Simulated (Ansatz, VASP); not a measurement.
## V in VASP and in Ansatz

File INCAR:

```
SYSTEM = V
PREC = Accurate
ENCUT = 520
EDIFF = 1E-6
ISMEAR = -1
SIGMA = 0.05
LREAL = .FALSE.
LASPH = .TRUE.
NELM = 150
ALGO = Normal
ISIF = 2
LWAVE = .FALSE.
LCHARG = .FALSE.
ISPIN = 2
MAGMOM = 1
LORBIT = 11
LMAXMIX = 4
GGA = B5
ALDAX = 1.0
AGGAX = 1.0
AGGAC = 1.0
ALDAC = 0.0
NBANDS = 16
```

KPOINTS

```
regular mesh
0
G
  24 24 24
  0 0 0
```

File POSCAR:

```
V
1.0
   -1.5123953054      1.5123953054      1.5123953054
    1.5123953054     -1.5123953054      1.5123953054
    1.5123953054      1.5123953054     -1.5123953054
V
1
Direct
    0.0000000000      0.0000000000      0.0000000000
```

Input for Ansatz:

```yaml
crystal:
  lattice:
    - [-1.5123953054, 1.5123953054, 1.5123953054]
    - [1.5123953054, -1.5123953054, 1.5123953054]
    - [1.5123953054, 1.5123953054, -1.5123953054]
  atoms:
    - { symbol: V, position: [0.0, 0.0, 0.0], spin: 1.0 }
hamiltonian:
  xc: blyp
  pseudopotentials:
    kind: paw
    azcp:
      V: "pseudopotentials/V.paw.azcp"
basis:
  ecutwfc: 420
  fft_grid_basis: typed
kpoints:
  mp_grid: { grid: [24, 24, 24], shift: [0, 0, 0] }
magnetization:
  spin_polarized: true
scf:
  occupations: { method: fermi_dirac, width: 0.05 }
```

Alike in both runs: task single point; functional BLYP; k mesh 24 × 24 × 24; occupations fermi-dirac, width 0.05 eV; collinear spin.

|  | VASP | Ansatz |
| --- | --- | --- |
| version | VASP 6.6.1 | Ansatz 0.2.0 |
| potentials or method | VASP PAW PBE potentials, release 64 (V_sv) | plane waves (420 eV) with PAW, scalar-relativistic |
| plane-wave cutoff (eV) | 520 | 420 |
| valence electrons in the cell | 13 | 13 |

```tsv
	VASP	Ansatz	Ansatz less VASP
net moment per atom (μB)	0.00	0.00	0.000
```

Ansatz warned: «seeded_moment_not_kept».
